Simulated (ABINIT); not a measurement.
# PtSe2 (Sudovikovite) (P-3m1) in ABINIT: notebook, part 2 of 2

ABINIT 10.8.3 (patched build). The steps go on from the part before.

## 5. Band structure, OLYP

run.abi reads:

```
# Datasets: ground state, then fixed potential
ndtset 2

# Pseudopotentials
pp_dirpath "./"
pseudos "Pt.GGA_PBE-JTH.xml, Se.GGA_PBE-JTH.xml"

# Structure
acell 3.724 3.724 5.062 Angstrom
rprim
     1.0000000000     0.0000000000     0.0000000000
    -0.5000000000     0.8660254038     0.0000000000
     0.0000000000     0.0000000000     1.0000000000
ntypat 2
znucl 78 34
natom 3
typat 1 2 2
xcart
     0.0000000000     0.0000000000     0.0000000000
     3.5186700444     2.0315050969     7.1743452321
    -0.0000000004     4.0630101945     2.3914484107

# Plane-wave basis
ecut 20.0
pawecutdg 40.0

# Exchange and correlation
ixc -110131

# Bands and occupations
occopt 3
tsmear 0.05 eV

# SCF cycle
nstep 100

# Output
iomode 3
prtwf 0
prteig 0
prtebands 0
enunit 1
prtden1 1

# Dataset 1
kptopt1 1
ngkpt1 8 8 5
nshiftk1 1
shiftk1 0.0 0.0 0.0
nband1 15
tolvrs1 1.0e-9

# Dataset 2: bands along G-M-K-G-A-L-H-A
iscf2 -2
getden2 1
nband2 19
nbdbuf2 2
tolwfr2 1.0e-12
kptopt2 -7
ndivsm2 8
prteig2 1
prtvol2 -3
kptbounds2
     0.0000000000     0.0000000000     0.0000000000
     0.5000000000     0.0000000000     0.0000000000
     0.3333333333     0.3333333333     0.0000000000
     0.0000000000     0.0000000000     0.0000000000
     0.0000000000     0.0000000000     0.5000000000
     0.5000000000     0.0000000000     0.5000000000
     0.3333333333     0.3333333333     0.5000000000
     0.0000000000     0.0000000000     0.5000000000
```

Potentials or basis: JTH PAW PBE v2.0.

On the command line:

```
> abinit run.abi > log 2>&1
```

run.abo:

```text
.Version 10.8.3 of ABINIT
 DATASET    1 : space group P-3 m 1 (#164); Bravais hP (primitive hexag.)
================================================================================
 Values of the parameters that define the memory need for DATASET  1.
     intxc =       0    ionmov =       0      iscf =      17    lmnmax =      18
     lnmax =       6     mgfft =      40  mpssoang =       3    mqgrid =    3001
     natom =       3  nloc_mem =       2    nspden =       1   nspinor =       1
    nsppol =       1      nsym =      12    n1xccc =       1    ntypat =       2
    occopt =       3   xclevel =       2
       mpw =        1781          nfft =       36000          nkpt =          40
 PAW method is used; the additional fine FFT grid is defined by:
   mgfftf=        60    nfftf =    121500
================================================================================
================================================================================

 DATASET    2 : space group P-3 m 1 (#164); Bravais hP (primitive hexag.)
================================================================================
 Values of the parameters that define the memory need for DATASET  2.
     intxc =       0    ionmov =       0      iscf =      -2    lmnmax =      18
     lnmax =       6     mgfft =      40  mpssoang =       3    mqgrid =    3001
     natom =       3  nloc_mem =       2    nspden =       1   nspinor =       1
    nsppol =       1      nsym =      12    n1xccc =       1    ntypat =       2
    occopt =       3   xclevel =       2
       mpw =        1783          nfft =       36000          nkpt =          86
 PAW method is used; the additional fine FFT grid is defined by:
   mgfftf=        60    nfftf =    121500
================================================================================
================================================================================

--------------------------------------------------------------------------------
------------- Echo of variables that govern the present computation ------------
--------------------------------------------------------------------------------
 -outvars: echo values of preprocessed input variables --------
            acell      7.0373400929E+00  7.0373400929E+00  9.5657936493E+00 Bohr
              amu      1.95080000E+02  7.89600000E+01
             ecut      2.00000000E+01 Hartree
           enunit           1
           getden1          0
[... 1045 lines left out ...]
   2.77602    2.77602    4.24238    5.24428    5.24428    7.78776    8.35719   11.37420
  11.37420   16.19113   16.41476
 kpt#   2, nband= 19, wtk=  1.00000, kpt=  0.0357  0.0000  0.0000 (reduced coord)
 -11.79208   -9.04683   -3.26014   -2.63879   -2.63730   -0.23922   -0.23255    1.19672
   2.71611    2.76334    4.20129    5.21684    5.24662    7.89956    8.44066   11.31325
  11.42220   15.81014   15.99451
 kpt#   3, nband= 19, wtk=  1.00000, kpt=  0.0714  0.0000  0.0000 (reduced coord)
 -11.74965   -9.06656   -3.20985   -2.61082   -2.60450   -0.29230   -0.26182    1.11664
   2.55953    2.72335    4.07293    5.16732    5.25634    8.18963    8.67652   11.15875
  11.56144   15.09328   15.55680
 kpt#   4, nband= 19, wtk=  1.00000, kpt=  0.1071  0.0000  0.0000 (reduced coord)
 -11.67980   -9.09845   -3.12767   -2.56553   -2.55000   -0.38880   -0.30567    0.98209
   2.35992    2.65146    3.85658    5.14385    5.28020    8.56397    9.01588   10.99217
  11.77698   14.40907   14.99324
 kpt#   5, nband= 19, wtk=  1.00000, kpt=  0.1429  0.0000  0.0000 (reduced coord)
[... 313 lines left out ...]
   1.37798    2.44114    3.17252    5.20467    5.67983    9.51892    9.66293   11.39269
  11.42230   12.53863   14.04452
 kpt#  84, nband= 19, wtk=  1.00000, kpt=  0.0417  0.0417  0.5000 (reduced coord)
 -11.18597  -10.10197   -2.65464   -2.56355   -1.59527   -0.33041   -0.30845    1.19594
   1.45433    2.39075    2.92437    5.62252    5.88099    9.25321    9.91706   11.09551
  11.15173   12.88108   14.03197
 kpt#  85, nband= 19, wtk=  1.00000, kpt=  0.0208  0.0208  0.5000 (reduced coord)
 -11.22739  -10.10796   -2.61319   -2.58927   -1.61497   -0.27176   -0.26503    1.07427
   1.81821    2.35826    2.60956    5.93845    6.01459    9.02970   10.18395   10.88349
  10.93420   13.28920   13.95334
 kpt#  86, nband= 19, wtk=  1.00000, kpt=  0.0000  0.0000  0.5000 (reduced coord)
 -11.24132  -10.10999   -2.59806   -2.59806   -1.62209   -0.25130   -0.25130    1.03151
   2.09731    2.34695    2.34695    6.06084    6.06084    8.93748   10.33353   10.81152
  10.81152   13.60176   13.87446

== END DATASET(S) ==============================================================
================================================================================

 -outvars: echo values of variables after computation  --------
            acell      7.0373400929E+00  7.0373400929E+00  9.5657936493E+00 Bohr
           etotal1    -4.6170093904E+01
            fcart1     5.1016344009E-29  2.6508869952E-28 -0.0000000000E+00
                       5.1016344009E-29 -8.8362899839E-29 -3.8878911103E-03
                      -1.0203268802E-28 -1.7672579968E-28  3.8878911103E-03
            rprim      1.0000000000E+00  0.0000000000E+00  0.0000000000E+00
                      -5.0000000000E-01  8.6602540380E-01  0.0000000000E+00
                       0.0000000000E+00  0.0000000000E+00  1.0000000000E+00
           strten1    -2.3165759335E-04 -2.3165759379E-04 -2.2132464546E-04
                       0.0000000000E+00  0.0000000000E+00  0.0000000000E+00
           xangst      0.0000000000E+00  0.0000000000E+00  0.0000000000E+00
                       1.8620000000E+00  1.0750262013E+00  3.7964999991E+00
                       9.4261207053E-18  2.1500524025E+00  1.2655000009E+00
             xred      0.0000000000E+00  0.0000000000E+00  0.0000000000E+00
                       6.6666666667E-01  3.3333333333E-01  7.4999999983E-01
                       3.3333333333E-01  6.6666666667E-01  2.5000000017E-01
 Calculation completed.
```

It took 1.9 min on 1 thread of Arm Neoverse V2, shared host; peak memory 0.15 GiB.

Results:

```yaml
Free_energy: -1256.3523 eV
Pressure: 6.7 GPa
Largest_force: 0.200 eV/Å
Band_gap_on_the_k_mesh: none (metal or under the smearing width)
```

Forces in eV/Å, atoms in the order of the input:
```
Pt   0.000  0.000  0.000
Se   0.000  0.000 -0.200
Se   0.000  0.000  0.200
```

Stress tensor (GPa, compression positive):
```
6.82 0.00 0.00
0.00 6.82 0.00
0.00 0.00 6.51
```

Levels at the corners of the path, in eV from the Fermi level:
| point | band 8 | band 9 | band 10 | band 11 | band 12 | band 13 | band 14 | band 15 |
| --- | --- | --- | --- | --- | --- | --- | --- | --- |
| Γ | -2.68 | -1.13 | -1.13 | 0.34 | 1.34 | 1.34 | 3.89 | 4.46 |
| M | -3.62 | -3.56 | -3.53 | -3.06 | 0.63 | 2.21 | 4.84 | 6.09 |
| K | -3.87 | -2.71 | -1.94 | -1.94 | -0.01 | -0.01 | 4.20 | 7.92 |
| Γ | -2.68 | -1.13 | -1.13 | 0.34 | 1.34 | 1.34 | 3.89 | 4.46 |
| A | -2.87 | -1.80 | -1.55 | -1.55 | 2.16 | 2.16 | 5.04 | 6.43 |
| L | -3.63 | -3.32 | -2.89 | -1.43 | 0.90 | 1.45 | 4.63 | 5.18 |
| H | -4.12 | -3.78 | -2.61 | -2.61 | 1.90 | 1.90 | 6.54 | 7.50 |
| A | -2.87 | -1.80 | -1.55 | -1.55 | 2.16 | 2.16 | 5.04 | 6.43 |

Caveat: the PAW data sets were made with another functional, which shifts forces and pressure a little; spin-orbit coupling is left out, which moves the levels of the heavy elements; the atomic spheres overlap.

## 6. Overview

| level | potentials or basis | gap on the mesh (eV) | pressure (GPa) | largest force (eV/Å) |
| --- | --- | --- | --- | --- |
| BP86 | JTH PAW PBE v2.0 | none | 8.8 | 0.76 |
| WC | JTH PAW PBE v2.0 | none | 3.4 | 0.54 |
| LDA | JTH PAW LDA v2.0 | none | -0.1 | 0.27 |
| OLYP | JTH PAW PBE v2.0 | none | 6.7 | 0.20 |

Alike in all rows: task band structure; no spin polarisation; cell as given; k mesh 8 × 8 × 5; cutoff (eV) 544; smearing fermi-dirac 0.05 eV.

Caveats: spin-orbit coupling is left out, which moves the levels of the heavy elements; the atomic spheres overlap; the PAW data sets were made with another functional, which shifts forces and pressure a little (some runs).

Total energies depend on the potentials used, so only differences within one code and one set of settings carry meaning.
